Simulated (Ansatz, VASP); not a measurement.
**Al in VASP and in Ansatz**

POSCAR

```
Al
1.0
    0.0000000000      2.0248050000      2.0248050000
    2.0248050000      0.0000000000      2.0248050000
    2.0248050000      2.0248050000      0.0000000000
Al
1
Direct
    0.0000000000      0.0000000000      0.0000000000
```

Contents of INCAR.step1:

```
PREC = Accurate
ENCUT = 600
EDIFF = 1E-5
ISMEAR = -1
SIGMA = 0.05
LREAL = F
LASPH = T
NELM = 60
ALGO = Normal
LWAVE = T
LCHARG = F
GGA = PE
```

The input INCAR.step2:

```
PREC = Accurate
ENCUT = 600
EDIFF = 1E-7
ISMEAR = -1
SIGMA = 0.05
LREAL = F
LASPH = T
NELM = 60
ALGO = Normal
ISIF = 3
LWAVE = F
LCHARG = F
GGA = PE
LHFCALC = T
HFSCREEN = 0.3
PRECFOCK = Fast
IBRION = 2
NSW = 60
EDIFFG = -0.01
ISTART = 1
```

The input KPOINTS:

```
Automatic mesh
0
Gamma
  6 6 6
```

input.yaml

```yaml
crystal:
  lattice:
    - [0.0, 2.024805, 2.024805]
    - [2.024805, 0.0, 2.024805]
    - [2.024805, 2.024805, 0.0]
  atoms:
    - { symbol: Al, position: [0.0, 0.0, 0.0] }
hamiltonian:
  xc: { exchange: pbe, correlation: pbe, exx: { coeff: 0.25, omega: 0.3 } }
  pseudopotentials: { kind: paw }
kpoints:
  mp_grid: { grid: [6, 6, 6] }
scf:
  occupations: { method: fermi_dirac, width: 0.05 }
output:
  forces: true
  stress: true
relax:
  f_tol: 0.01
  max_steps: 40
  cell: { stress_tol: 0.05 }
```

Alike in both runs: task relaxation of cell and atoms; functional HSE03; k mesh 6 × 6 × 6; occupations fermi-dirac, width 0.05 eV; no spin polarisation.

```csv
,VASP,Ansatz
version,VASP 6.6.1,Ansatz 0.2.0
potentials or method,"VASP PAW PBE potentials, release 64 (Al)",Ansatz PAW
plane-wave cutoff (eV),600,420
valence electrons in the cell,3,3
```

```tsv
	VASP	Ansatz	Ansatz less VASP
gap on the k mesh at the Fermi level, each at its own relaxed structure (eV)	none	none	-
relaxed volume (Å³/atom)	16.45	16.43	-0.014
relaxed cell length with the largest relative difference (Å)	2.854	2.854	-0.0008
```

A gap of «none» marks a metal or a gap that the smearing closes.

Caveats: the k mesh is coarse (spacing up to 0.45 Å⁻¹), so the values aren't converged, least of all with exact exchange; the PAW data sets were made with another functional, which shifts forces and pressure a little (VASP); the plane-wave basis is chosen anew once the cell has moved, so the energies of steps on either side of that aren't comparable (Ansatz); the PAW data sets come from PBE, with cores solved anew for the run's functional, which leaves a small shift of forces and pressure (Ansatz).
